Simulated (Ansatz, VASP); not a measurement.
# One calculation of TiN, two programs

```
Ti N
1.0
     3.00286    0.00000    0.00000
     0.00000    3.00286    0.00000
     0.00000    0.00000   18.24668
Ti N
3 3
Direct
  0.50000 0.50000 0.38363
  0.00000 0.00000 0.49712
  0.50000 0.50000 0.60587
  0.00000 0.00000 0.38363
  0.50000 0.50000 0.49530
  0.00000 0.00000 0.61702
```

Alike in both runs: functional PBE; k mesh 10 × 10 × 1; occupations gaussian, width 0.1 eV; no spin polarisation.

Ansatz relaxed the structure, and its values are those at the end. VASP's run is a single point on that final structure, the one shown.

```csv
,VASP,Ansatz
version,VASP 6.6.1,Ansatz 0.2.0
potentials or method,"VASP PAW PBE potentials, release 64 (Ti_sv, N)","scalar-relativistic, plane waves, PAW"
plane-wave cutoff (eV),520,420
valence electrons in the cell,51,51
```

```csv
,VASP,Ansatz,Ansatz less VASP
gap on the k mesh at the Fermi level (eV),none,none,-
rms of the force components (eV/Å),0.586,0.587,+0.0002
```

A gap of «none» marks a metal or a gap that the smearing closes. Ansatz warned: «vacuum_below_fermi».
